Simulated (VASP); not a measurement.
Set up this calculation in VASP 6.6.1, as the native input.

```
Task                            : RPA correlation energy
Functional                      : PBE
Potentials or basis             : VASP PAW PBE potentials, release 64 (Ge_d_GW)
Cutoff                          : 400 eV
k mesh                          : 4 × 4 × 4
Occupations                     : gaussian, width 0.05 eV
Spin                            : no spin polarisation
Cutoff of the response function : 200
Frequency points                : 8
Further INCAR settings          : ALGO = ACFDT; EDIFF = 1e-08; NBANDS = 706
```

The system is Ge.

```
CELL_PARAMETERS angstrom
-2.49590 2.65086 1.43695
2.49590 -2.65086 1.43695
2.49590 2.65086 -1.43695
ATOMIC_POSITIONS crystal
Ge 0.31406 0.06406 0.25000
Ge 0.68594 0.93594 0.75000
```

This isn't the form of Ge at room conditions, which is diamond.

These files were run (other wordings do the same):

POSCAR

```
Ge
1.0
   -2.4958980000      2.6508630000      1.4369470000
    2.4958980000     -2.6508630000      1.4369470000
    2.4958980000      2.6508630000     -1.4369470000
Ge
2
Direct
    0.3140570000      0.0640570000      0.2500000000
    0.6859430000      0.9359430000      0.7500000000
```

INCAR.step1

```
SYSTEM = Ge
PREC     = Accurate       ! precision mode
ENCUT    = 400            ! plane-wave cutoff, eV
EDIFF    = 1E-8           ! SCF threshold, eV
ISMEAR   = 0              ! smearing method
SIGMA    = 0.05           ! smearing width, eV
LREAL    = .False.        ! projectors in reciprocal space
LASPH    = .True.         ! aspherical terms in the spheres
NELM     = 60             ! most SCF steps
ALGO     = Normal         ! electronic algorithm
LWAVE    = .True.         ! write WAVECAR
LCHARG   = .False.        ! write CHGCAR
GGA      = PE             ! functional
```

INCAR.step2

```
SYSTEM = Ge
PREC     = Accurate       ! precision mode
ENCUT    = 400            ! plane-wave cutoff, eV
EDIFF    = 1E-8           ! SCF threshold, eV
ISMEAR   = 0              ! smearing method
SIGMA    = 0.05           ! smearing width, eV
LREAL    = .False.        ! projectors in reciprocal space
LASPH    = .True.         ! aspherical terms in the spheres
NELM     = 1              ! most SCF steps
ALGO     = EIGENVAL       ! electronic algorithm
LWAVE    = .False.        ! write WAVECAR
LCHARG   = .False.        ! write CHGCAR
GGA      = PE             ! functional
LHFCALC  = .True.         ! exact exchange
AEXX     = 1.0            ! exact-exchange fraction
ALDAC    = 0.0          
AGGAC    = 0.0          
ISTART   = 1            
PRECFOCK = Fast
```

INCAR.step3

```
SYSTEM = Ge
PREC     = Accurate       ! precision mode
ENCUT    = 400            ! plane-wave cutoff, eV
EDIFF    = 1E-8           ! SCF threshold, eV
ISMEAR   = 0              ! smearing method
SIGMA    = 0.05           ! smearing width, eV
LREAL    = .False.        ! projectors in reciprocal space
LASPH    = .True.         ! aspherical terms in the spheres
NELM     = 1              ! most SCF steps
ALGO     = Exact          ! electronic algorithm
LWAVE    = .True.         ! write WAVECAR
LCHARG   = .False.        ! write CHGCAR
GGA      = PE             ! functional
NBANDS   = 706            ! bands
LOPTICS  = .True.         ! frequency-dependent dielectric function
ISTART   = 1
```

INCAR.step4

```
SYSTEM = Ge
PREC     = Accurate       ! precision mode
ENCUT    = 400            ! plane-wave cutoff, eV
EDIFF    = 1E-8           ! SCF threshold, eV
ISMEAR   = 0              ! smearing method
SIGMA    = 0.05           ! smearing width, eV
LREAL    = .False.        ! projectors in reciprocal space
LASPH    = .True.         ! aspherical terms in the spheres
NELM     = 60             ! most SCF steps
ALGO     = ACFDT          ! electronic algorithm
LWAVE    = .False.        ! write WAVECAR
LCHARG   = .False.        ! write CHGCAR
GGA      = PE             ! functional
NBANDS   = 706            ! bands
ENCUTGW  = 200            ! cutoff of the response function
NOMEGA   = 8              ! frequency points
ISTART   = 1            
PRECFOCK = Fast
```

KPOINTS

```
regular mesh
0
Gamma
  4 4 4
  0 0 0
```

Potentials or basis: VASP PAW PBE potentials, release 64 (Ge_d_GW).

Command:

```sh
$ cat potpaw_PBE.64/Ge_d_GW/POTCAR > POTCAR
$ cp INCAR.step1 INCAR
$ mpirun -np 1 vasp_std > vasp.out
$ cp INCAR.step2 INCAR
$ mpirun -np 1 vasp_std > vasp.out
$ cp INCAR.step3 INCAR
$ mpirun -np 1 vasp_std > vasp.out
$ cp INCAR.step4 INCAR
$ mpirun -np 1 vasp_std > vasp.out
```

Results of the run:

| Quantity | Value |
| --- | --- |
| Band gap on the k mesh, mean-field level | none (metal or under the smearing width) |
| RPA correlation energy | -11.242 eV/atom |
| RPA total energy per cell | -37.000 eV |
| RPA correlation energy per cell | -22.484 eV |

Caveat: the k mesh is coarse (spacing up to 0.63 Å⁻¹), so the values aren't converged; the ground state has no gap, which makes the many-body step unreliable.

It took 51 min on 1 thread of Intel(R) Xeon(R) Platinum 8375C CPU @ 2.90GHz (Ice Lake), on a shared host, peak memory 0.79 GiB.
